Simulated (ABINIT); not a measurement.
Crystal: BaZrO3.

```
CELL_PARAMETERS angstrom
4.19134 0.00000 0.00000
0.00000 4.19134 0.00000
0.00000 0.00000 4.19134
ATOMIC_POSITIONS crystal
Ba 0.00000 0.00000 0.00000
Zr 0.50000 0.50000 0.50000
O 0.50000 0.50000 0.00000
O 0.50000 0.00000 0.50000
O 0.00000 0.50000 0.50000
```

Base run:

| Item | Value |
| --- | --- |
| Program | ABINIT 10.8.3 (patched build) |
| Functional | PW91 |
| Potentials or basis | JTH PAW PBE v2.0 |
| Cutoff | 626 eV |
| k mesh | 6 × 6 × 6 |
| Occupations | fermi-dirac, width 0.05 eV |
| Spin | no spin polarisation |

Its results: band gap on the k mesh 3.20 eV, indirect (least direct gap 3.42 eV); pressure 3.9 GPa.

After a change of settings the same cell gave: band gap on the k mesh 3.08 eV, indirect (least direct gap 3.30 eV); pressure -4.6 GPa. Which change was it?
A. functional from PW91 to rPW86PBE
B. functional from PW91 to BP86
C. functional from PW91 to LDA-PZ; potentials or basis from JTH PAW PBE v2.0 to JTH PAW LDA v2.0
D. functional from PW91 to RPBE

C.

Caveats: this set's barium file shifts pressures by 1.5 GPa and gaps by 0.1 eV against other sets; spin-orbit coupling is left out, which moves the levels of the heavy elements; the PAW data sets were made with another functional, which shifts forces and pressure a little (some runs).

Runs at the PBE level aren't shown here.
